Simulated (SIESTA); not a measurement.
Crystal: Ga.

```
Ga
1.0
     2.77842    0.00000    0.00000
     0.00000    3.28161    0.00000
    -1.34343    0.00000    3.99027
Ga
2
Direct
  0.13460 0.75000 0.77017
  0.86540 0.25000 0.22983
```

This isn't the form of Ga at room conditions, which is orthorhombic.

| Property | Result |
| --- | --- |
| Program | SIESTA 5.4.2 |
| Task | relaxation of cell and atoms |
| Functional | PBE |
| Potentials or basis | PseudoDojo 0.4 standard (PBE files) |
| Basis | DZP (energy shift 0.003 Ry; two zetas on semicore shells) |
| Grid cutoff | 800 Ry |
| Energy shift | 0.003 Ry |
| k mesh | 7 × 6 × 5 |
| Occupations | fermi-dirac, width 0.05 eV |
| Spin | no spin polarisation |

At the start: pressure 2.3 GPa; volume 18.19 Å³/atom.

Task: How do energy, volume and symmetry change on relaxing?

Result: Over 13 steps the energy falls by 17.1 meV/atom and the volume is 18.91 Å³/atom (+3.9 %); space group Cmcm (No. 63, to 0.05 Å).

Step by step:
```csv
step,energy change (eV),largest force (eV/Å),pressure (GPa),volume (Å³)
1,0.0000,0.2111,2.31,36.38
2,-0.0046,0.1741,1.96,36.59
3,-0.0191,0.0220,0.11,37.82
4,-0.0197,0.0455,-0.17,38.01
5,-0.0211,0.0600,-0.40,38.22
6,0.0205,0.0297,-3.13,41.45
7,-0.0253,0.0572,-0.92,38.73
8,-0.0270,0.0444,-1.02,38.84
9,-0.0304,0.0205,-0.94,38.78
10,-0.0325,0.0261,-0.63,38.43
11,-0.0339,0.0503,-0.03,37.85
12,-0.0340,0.0408,-0.04,37.84
13,-0.0341,0.0221,0.00,37.82
```

Final structure:
```
Ga
1.0
     2.77060    0.00000   -0.02294
     0.00000    3.47588    0.00000
    -1.37253    0.00000    3.93805
Ga
2
Direct
  0.13298 0.75000 0.76525
  0.86702 0.25000 0.23475
```

Caveat: the basis of atomic orbitals isn't converged, which shifts pressures, moduli and gaps.
